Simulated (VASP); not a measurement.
# Os (Fm-3m) in VASP: further runs, part 2 of 2

VASP 6.6.1. The steps go on from the part before.

**3. Relaxation of cell and atoms, PBEsol**

File INCAR:

```
SYSTEM = Os
PREC = Accurate ; ENCUT = 300
EDIFF = 1E-7 ; ISMEAR = 0
SIGMA = 0.1 ; LREAL = .False.
LASPH = .True. ; NELM = 80
ALGO = Normal ; ISIF = 3
LWAVE = .False. ; LCHARG = .False.
GGA = PS ; IBRION = 2
NSW = 90 ; EDIFFG = -0.005
```

File KPOINTS:

```
regular mesh
0
Gamma
  18 18 18
  0 0 0
```

File POSCAR:

```
Os
1.0
    0.0000000000      1.9129311800      1.9129311800
    1.9129311800      0.0000000000      1.9129311800
    1.9129311800      1.9129311800      0.0000000000
Os
1
Direct
    0.0000000000      0.0000000000      0.0000000000
```

Potentials or basis: VASP PAW PBE potentials, release 64 (Os).

Command:

```bash
> cat potpaw_PBE.64/Os/POTCAR > POTCAR
> mpirun -np 1 vasp_std > vasp.out
```

OUTCAR:

```text
SYSTEM = Os
   PREC = Accurate
   ENCUT = 300
   EDIFF = 1E-7
   ISMEAR = 0
   LREAL = .False.
   LASPH = .True.
   NELM = 80
   ISIF = 3
   GGA = PS
   IBRION = 2
   NSW = 90
   EDIFFG = -0.005

 ion  position               nearest neighbor table
   1  0.000  0.000  0.000-

  LATTYP: Found a face centered cubic cell.
 ALAT       =     3.8258623600

  Lattice vectors:

 A1 = (   0.0000000000,   1.9129311800,   1.9129311800)
 A2 = (   1.9129311800,   0.0000000000,   1.9129311800)
 A3 = (   1.9129311800,   1.9129311800,   0.0000000000)

Analysis of symmetry for initial positions (statically):
=====================================================================
 Subroutine PRICEL returns:
 Original cell was already a primitive cell.

 Routine SETGRP: Setting up the symmetry group for a
 face centered cubic supercell.

 Subroutine GETGRP returns: Found 48 space group operations
 (whereof 48 operations were pure point group operations)
 out of a pool of 48 trial point group operations.

The static configuration has the point symmetry O_h .

Analysis of symmetry for dynamics (positions and initial velocities):
=====================================================================
 Subroutine PRICEL returns:
 Original cell was already a primitive cell.

 Routine SETGRP: Setting up the symmetry group for a
 face centered cubic supercell.

 Subroutine GETGRP returns: Found 48 space group operations
 (whereof 48 operations were pure point group operations)
 out of a pool of 48 trial point group operations.

The dynamic configuration has the point symmetry O_h .

 Subroutine INISYM returns: Found 48 space group operations
 (whereof 48 operations are pure point group operations),
 and found     1 'primitive' translations

----------------------------------------------------------------------------------------

                                     Primitive cell

  volume of cell :      14.0000

  direct lattice vectors                    reciprocal lattice vectors
     0.000000000  1.912931180  1.912931180    -0.261378980  0.261378980  0.261378980
     1.912931180  0.000000000  1.912931180     0.261378980 -0.261378980  0.261378980
     1.912931180  1.912931180  0.000000000     0.261378980  0.261378980 -0.261378980

  length of vectors
     2.705293219  2.705293219  2.705293219     0.452721673  0.452721673  0.452721673

  position of ions in fractional coordinates (direct lattice)
     0.000000000  0.000000000  0.000000000

  ion indices of the primitive-cell ions
   primitive index   ion index
                 1           1

----------------------------------------------------------------------------------------

 KPOINTS: regular mesh

Automatic generation of k-mesh.
 Grid dimensions read from file:
 generate k-points for:   18   18   18

 Generating k-lattice:

  Cartesian coordinates                     Fractional coordinates (reciprocal lattice)
[... 39 lines left out ...]
 -0.277778  0.055556  0.000000     24.000000
 -0.222222  0.055556  0.000000     24.000000
 [... further k-points ...]
   k-points           NKPTS =    195   k-points in BZ     NKDIM =    195   number of bands    NBANDS=      8
   number of dos      NEDOS =    301   number of ions     NIONS =      1
   total plane-waves  NPLWV =   4096
   dimension x,y,z NGX =    16 NGY =   16 NGZ =   16
   dimension x,y,z NGXF=    32 NGYF=   32 NGZF=   32
   ions per type =               1
   NGX,Y,Z   is equivalent  to a cutoff of   9.83,  9.83,  9.83 a.u.
   NGXF,Y,Z  is equivalent  to a cutoff of  19.66, 19.66, 19.66 a.u.
 SYSTEM =  Os
   PREC   = accura    normal or accurate (medium, high low for compatibility)
   ISTART =      0    job   : 0-new  1-cont  2-samecut
   ICHARG =      2    charge: 1-file 2-atom 10-const
   ISPIN  =      1    spin polarized calculation?
   LNONCOLLINEAR =      F non collinear calculations
   LSORBIT =      F    spin-orbit coupling
   LASPH  =      T    aspherical Exc in radial PAW
   ENCUT  =  300.0 eV  22.05 Ry    4.70 a.u.   3.82  3.82  3.82*2*pi/ulx,y,z
   NELM   =     80;   NELMIN=  2; NELMDL= -5     # of ELM steps
   EDIFF  = 0.1E-06   stopping-criterion for ELM
   LREAL  =      F    real-space projection
   EDIFFG = -.5E-02   stopping-criterion for IOM
   NSW    =     90    number of steps for IOM
   IBRION =      2    ionic relax: 0-MD 1-quasi-New 2-CG
   NFREE  =      1    steps in history (QN), initial steepest desc. (CG)
   ISIF   =      3    stress and relaxation
   ISYM   =      2    0-nonsym 1-usesym 2-fastsym
   POTIM  = 0.5000    time-step for ionic-motion
   TEBEG  =    0.0;   TEEND  =   0.0 temperature during run
   PSTRESS=    0.0 pullay stress
   NELECT =       8.0000    total number of electrons
   NUPDOWN=      -1.0000    fix difference up-down
   EMIN   =  10.00;   EMAX   =-10.00  energy-range for DOS
   EFERMI =   0.00;   METHOD = LEGACY
   ISMEAR =     0;   SIGMA  =   0.10  broadening in eV -4-tet -1-fermi 0-gaus
   EFERMI_NEDOS =   21; number of points for ismear=-14 and -15
   IALGO  =     38    algorithm
   IMIX   =      4    mixing-type and parameters
     AMIX     =   0.40;   BMIX     =  1.00
     AMIX_MAG =   1.60;   BMIX_MAG =  1.00
  volume/ion in A,a.u.               =      14.00        94.48
  Fermi-wavevector in a.u.,A,eV,Ry     =   1.358508  2.567208 25.110144  1.845544
  Thomas-Fermi vector in A             =   2.485335
   LORBIT       =      0    0 simple, 1 ext, 2 COOP (PROOUT), +10 PAW based schemes
   GGA     = PS    functional components
   LHFCALC =     F    Hartree Fock is set to
   AEXX    =    0.0000 exact exchange contribution
   IVDW    =     0    specifies the selected vdW correction
   LEPSILON=     F    determine dielectric tensor
   LRPA    =     F    only Hartree local field effects (RPA)
 conjugate gradient relaxation of ions
 non-spin polarized calculation
 Gauss-broadening in eV      SIGMA  =   0.10
  energy-cutoff  :      300.00
  volume of cell :       14.00
 maximum number of plane-waves:       174
   NGX =  7   NGY =  7   NGZ =  7

--------------------------------------- Ionic step        1  -------------------------------------------

 number of electron       8.0000003 magnetization

 Free energy of the ion-electron system (eV)
  ---------------------------------------------------
  ext. energy  EPLUGINS =         0.00000000
  ---------------------------------------------------
  free energy    TOTEN  =       -12.10001216 eV

  energy without entropy =      -12.09613812  energy(sigma->0) =      -12.09807514

------------------------ aborting loop because EDIFF is reached ----------------------------------------

  FORCE on cell =-STRESS in cart. coord.  units (eV):
  Direction    XX          YY          ZZ          XY          YZ          ZX
  --------------------------------------------------------------------------------------
  -------------------------------------------------------------------------------------
  Total       -0.2611671     -0.2611671     -0.2611671      0.0000000     -0.0000000      0.0000000
  in kB      -29.8882864    -29.8882864    -29.8882864      0.0000000     -0.0000000      0.0000000
  external PRESSURE =     -29.8882864 kB  Pullay stress =       0.0000000 kB
[... 57 lines left out ...]
--------------------------------------- Ionic step        3  -------------------------------------------

 number of electron       8.0000003 magnetization

 Free energy of the ion-electron system (eV)
  ---------------------------------------------------
  ext. energy  EPLUGINS =         0.00000000
  ---------------------------------------------------
  free energy    TOTEN  =       -12.10091986 eV

  energy without entropy =      -12.09707325  energy(sigma->0) =      -12.09899656

 E-fermi :   9.2273     XC(G=0): -14.1882

 val. band max:        9.1882368009   @ k =  -0.3889   0.3333   0.0000
 cond. band min:       9.2297731822   @ k =  -0.2222   0.2778   0.0556
 fundamental gap:      0.0415363814
 Fermi energy:         9.2273390449

 k-point     1 :       0.0000    0.0000    0.0000
  band No.  band energies     occupation
      1      -1.6582      2.00000
      2       6.2286      2.00000
      3       6.2286      2.00000
      4       6.2286      2.00000
      5       9.3234      0.17430
      6       9.3234      0.17430
      7      23.5497      0.00000
      8      29.3838      0.00000
[... 243 lines left out ...]
 k-point    24 :      -0.2222    0.0556    0.0000
  band No.  band energies     occupation
      1       0.6699      2.00000
      2       5.3975      2.00000
      3       6.7143      2.00000
      4       6.8303      2.00000
      5       8.9420      1.99995
      6       9.9510      0.00000
      7      23.8629      0.00000
      8      27.1222      0.00000

 [... further k-points ...]
[... 5 lines left out ...]
  --------------------------------------------------------------------------------------
  -------------------------------------------------------------------------------------
  Total       -0.0029518     -0.0029518     -0.0029518      0.0000000      0.0000000      0.0000000
  in kB       -0.3401090     -0.3401090     -0.3401090      0.0000000      0.0000000      0.0000000
  external PRESSURE =      -0.3401090 kB  Pullay stress =       0.0000000 kB
[... 16 lines left out ...]
  FREE ENERGIE OF THE ION-ELECTRON SYSTEM (eV)
  ---------------------------------------------------
  free  energy   TOTEN  =       -12.1009198647 eV

  energy  without entropy=      -12.0970732466  energy(sigma->0) =      -12.09899656

 reached required accuracy - stopping structural energy minimisation
```

Run time: 14 s. Hardware: 1 thread of Intel Xeon Platinum 8488C (Sapphire Rapids), shared host; peak memory 0.12 GiB.

Results:

```yaml
Free_energy: -12.1009 eV
Relaxed_volume: 13.91 Å³/atom
Relaxed_cell: a = 2.699 Å, b = 2.699 Å, c = 2.699 Å, α = 60.00°, β = 60.00°, γ = 60.00°
Space_group_after_relaxing_to_0.05_Å: Fm-3m (No. 225)
Energy_gained_by_relaxing: 0.9 meV/atom
Ionic_steps: 3
Pressure_after_relaxing: 0.0 GPa
Band_gap_on_the_k_mesh: none (metal or under the smearing width)
```

Step by step:
```tsv
step	energy change (eV)	largest force (eV/Å)	pressure (GPa)	volume (Å³)
1	0.0000	0.0000	-2.99	14.00
2	0.0183	0.0000	14.92	13.48
3	-0.0009	0.0000	-0.03	13.91
```

Final structure:
```cif
data_structure
_symmetry_space_group_name_H-M 'P 1'
_symmetry_Int_Tables_number 1
_cell_length_a 2.6992
_cell_length_b 2.6992
_cell_length_c 2.6992
_cell_angle_alpha 60.000
_cell_angle_beta 60.000
_cell_angle_gamma 60.000
_cell_volume 13.91
loop_
_atom_site_label
_atom_site_type_symbol
_atom_site_fract_x
_atom_site_fract_y
_atom_site_fract_z
_atom_site_occupancy
Os1 Os 0.00000 0.00000 0.00000 1
```

Levels at points of the mesh, in eV from the Fermi level:
| k point | band 1 | band 2 | band 3 | band 4 | band 5 | band 6 | band 7 | band 8 |
| --- | --- | --- | --- | --- | --- | --- | --- | --- |
| (0.00, 0.00, 0.00) | -10.89 | -3.00 | -3.00 | -3.00 | 0.10 | 0.10 | 14.32 | 20.16 |
| (0.50, 0.00, 0.00) | -7.75 | -3.16 | -3.16 | -0.21 | 2.54 | 2.54 | 9.12 | 13.84 |
| (0.50, 0.50, 0.00) | -7.65 | -6.92 | 2.40 | 2.51 | 3.24 | 3.24 | 12.35 | 12.35 |

Caveat: the PAW data sets were made with another functional, which shifts forces and pressure a little.
